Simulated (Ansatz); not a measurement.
# HfO2: properties at the relaxed cell

An exercise on one series of results from a longer session: the logs are not shown, and one member is left open.

Program: Ansatz 0.2.0. Level of theory: DFT PBE, scalar-relativistic, plane waves, PAW. These are calculated values, not measurements.

1 further run of the same task is left out (set aside as unsound or not needed).

## The starting structure

The structure is cubic, space group Fm-3m (No. 225). The conventional cell has a = 5.098 Å, b = 5.098 Å, c = 5.098 Å, α = 90.00°, β = 90.00°, γ = 90.00°. Around Hf (site symmetry m-3m) lie 8 O at 2.21 Å. Around O (site symmetry -43m) lie 4 Hf at 2.21 Å.

Coordinates:

```
CELL_PARAMETERS angstrom
0.00000 2.54881 2.54881
2.54881 0.00000 2.54881
2.54881 2.54881 0.00000
ATOMIC_POSITIONS crystal
Hf 0.00000 0.00000 0.00000
O 0.25000 0.25000 0.25000
O 0.75000 0.75000 0.75000
```

It is the result of an earlier relaxation at this level (volume 11.04 Å³/atom; gap on the mesh: 3.75 eV).

Set-up of the first run:

Contents of input.yaml:

```yaml
crystal:
  lattice:
    - [0.0, 2.5488057606, 2.5488057606]
    - [2.5488057606, 0.0, 2.5488057606]
    - [2.5488057606, 2.5488057606, 0.0]
  atoms:
    - { symbol: Hf, position: [0.0, 0.0, 0.0] }
    - { symbol: O, position: [0.25, 0.25, 0.25] }
    - { symbol: O, position: [0.75, 0.75, 0.75] }
basis:
  ecutwfc: 420
kpoints:
  mp_grid: { grid: [8, 8, 8] }
  band_path:
    path:
      - [[0.0, 0.0, 0.0], [0.5, 0.0, 0.5], [0.625, 0.25, 0.625]]
      - [[0.375, 0.375, 0.75], [0.0, 0.0, 0.0], [0.5, 0.5, 0.5], [0.5, 0.25, 0.75], [0.5, 0.0, 0.5]]
    npoints: 14
hamiltonian:
  xc: pbe
scf:
  occupations: { method: gaussian, width: 0.02 }
  n_extra_bands: 7
output:
  forces: true
  stress: true
  eigenvalues: true
  populations: true
  dos: { projected: true, de: 0.02, nscf_kmesh: { grid: [12, 12, 12] } }
  bader: true
  write_density: true
  write_potential: true
  elf: true
  volumetric_format: npy
```

The run is started by

```bash
> ansatz run input.yaml --threads 1 --pin off --max-ram 2560MiB --backend cpu --events-out ev --progress --plain --runs-dir out
```

Steps of the session up to this table: Electronic structure at the relaxed geometry; Seeking the band edges over the whole zone; Eigenvalues a small step from each edge; The cell scaled to 0.97 of its volume; Point at V/V0 = 1.03; Volume × 0.94; Point at V/V0 = 1.06.

One of the session's tables, all rows but one given; the rest of the session is left out.

```
volume (Å³/atom)  energy above the lowest point (meV/atom)  pressure (GPa)  gap on the mesh (eV)
          10.376                                      33.9           17.32                  3.89
          10.708                                       8.0            7.98                  3.82
          11.039                                       0.0            0.00                  3.75
          11.370                                         ?               ?                     ?
          11.701                                      27.5          -12.68                  3.60
```

Q: Estimate the row for volume (Å³/atom) = 11.370 from the others.

Worked estimate for «energy above the lowest point (meV/atom)». A straight line through the neighbours (11.039, 0.0) and (11.701, 27.5) gives 0.0 + (27.5 − 0.0) × (11.370 − 11.039) / (11.701 − 11.039) = 13.7; a parabola fitted to 3 rows on both sides gives 6.5.

As computed: energy above the lowest point (meV/atom): 7.2; pressure (GPa): -6.83; gap on the mesh (eV): 3.67. In «energy above the lowest point (meV/atom)» the line misses by +6.5 and the parabola by -0.7.

Caveats from the session: Spin-orbit coupling is left out, which matters for the bands of Hf.
